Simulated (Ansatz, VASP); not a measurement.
NaI: VASP beside Ansatz

File POSCAR:

```
NaI
1.0
    0.0000000000      3.5431916810      3.5431916810
    3.5431916810      0.0000000000      3.5431916810
    3.5431916810      3.5431916810      0.0000000000
Na I
1 1
Direct
    0.0000000000      0.0000000000      0.0000000000
    0.2500000000      0.2500000000      0.2500000000
```

INCAR.step1

```
SYSTEM = NaI
PREC = Accurate
ENCUT = 520
ISMEAR = 0
SIGMA = 0.01
LREAL = .FALSE.
LASPH = .TRUE.
NELM = 100
NBANDS = 14
GGA = PE
ALGO = Normal
EDIFF = 1E-4
LWAVE = .TRUE.
LCHARG = .FALSE.
```

File INCAR.step2:

```
SYSTEM = NaI
PREC = Accurate
ENCUT = 520
EDIFF = 1E-6
ISMEAR = 0
SIGMA = 0.01
LREAL = .FALSE.
LASPH = .TRUE.
NELM = 100
ALGO = Normal
ISIF = 2
LWAVE = .FALSE.
LCHARG = .FALSE.
METAGGA = R2SCAN
LMIXTAU = .TRUE.
IVDW = 12
VDW_S6 = 1.0
VDW_S8 = 0.78981345
VDW_A1 = 0.49484001
VDW_A2 = 5.73083694
NBANDS = 14
ISTART = 1
```

File KPOINTS:

```
Automatic mesh
0
G
  4 4 4
  0 0 0
```

Input for Ansatz:

```yaml
crystal:
  lattice:
    - [0.0, 3.543191681, 3.543191681]
    - [3.543191681, 0.0, 3.543191681]
    - [3.543191681, 3.543191681, 0.0]
  atoms:
    - { symbol: Na, position: [0.0, 0.0, 0.0] }
    - { symbol: I, position: [0.25, 0.25, 0.25] }
kpoints:
  mp_grid: { grid: [4, 4, 4] }
hamiltonian:
  xc: r2scan
  dispersion: d3bj
scf:
  occupations: { method: fixed }
  n_extra_bands: 4
output:
  forces: true
  stress: true
  eigenvalues: true
```

Alike in both runs: task single point; functional r2SCAN; dispersion D3(BJ); k mesh 4 × 4 × 4; no spin polarisation.

|  | VASP | Ansatz |
| --- | --- | --- |
| version | VASP 6.6.1 | Ansatz 0.2.0 |
| potentials or method | VASP PAW PBE potentials, release 64 (Na_pv, I) | plane waves |
| plane-wave cutoff (eV) | 520 | 500 |
| occupations | gaussian, width 0.01 eV | fixed |
| valence electrons in the cell | 14 | 26 |

```tsv
	VASP	Ansatz	Ansatz less VASP
gap on the k mesh at the Fermi level (eV)	4.42	4.42	-0.005
pressure (GPa)	-0.4	-0.3	+0.08
dispersion energy (meV/atom)	-91.5	-91.6	-0.06
```

The two sets of potentials don't hold the same shells in valence. Ansatz warned: «dispersion_damping_borrowed».

Caveats: the PAW data sets were made with another functional, which shifts forces and pressure a little (VASP); spin-orbit coupling is left out, which moves the levels of the heavy elements. r2SCAN opens gaps a little over a GGA but as a rule still falls short of measured ones.
